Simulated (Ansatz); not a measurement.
Fluorite SiO2, relaxed with r2SCAN in Ansatz 0.2.0: the symmetry is Fm-3m (No. 225, cubic); a = 4.528 Å in the conventional setting, 7.74 Å³ an atom. Si is surrounded by 8 O at 1.96 Å; O is surrounded by 4 Si at 1.96 Å. It was then strained (isotropic on every length). Unstrained, HSE06 gives 3.595 eV (X, 6×6×6 mesh), and the band edges keep their places in every row. Stress is positive in compression. These are computed values for a spin-unpolarised cell that may be hypothetical; none is a measurement.

```tsv
strain (%)	ln(V/V₀)	ΔE_g, HSE06 (eV)	Δpressure, r2SCAN (GPa)
-2.89	-0.0880	+0.119	+32.51
-1.42	-0.0429	+0.068	+14.42
+0.35	+0.0105	-0.019	-3.14
```

(1) Fit ΔE_g = a x + b x² to these rows by least squares, with x = ln(V/V₀).

(2) Fit the change of pressure in the same way.

(3) Predict the withheld row at -2.11 % (x = -0.0640).

Results:

(1) The normal equations take Σx² = 9.695e-03, Σx³ = -7.593e-04, Σx⁴ = 6.337e-05, ΣxΔE = -1.359e-02 and Σx²ΔE = 1.045e-03, and give a = -1.80 eV, b = -5.0 eV; the largest residual is 0.000 eV. a is the volume deformation potential of this gap.

(2) Δpressure = -304.9 x + (733) x² GPa. So B₀ = 304.9 GPa and B′ ≈ 2 × 733/304.9 = 4.8; two terms over so wide a range bias B₀ by a few per cent and B′ by more; the gap's pressure coefficient at zero is −a/B₀ = +6 meV/GPa, with HSE06's a and r2SCAN's B₀.

(3) ΔE_g ≈ -1.80 × (-0.0640) + (-5.0) × (-0.0640)² = +0.095 eV, and Δpressure ≈ +22.52 GPa. The runs give +0.095 eV and +22.48 GPa, off by 0.000 eV and -0.04 GPa.

The meshes of the hybrids are coarse, so their gaps aren't converged to the digits shown.
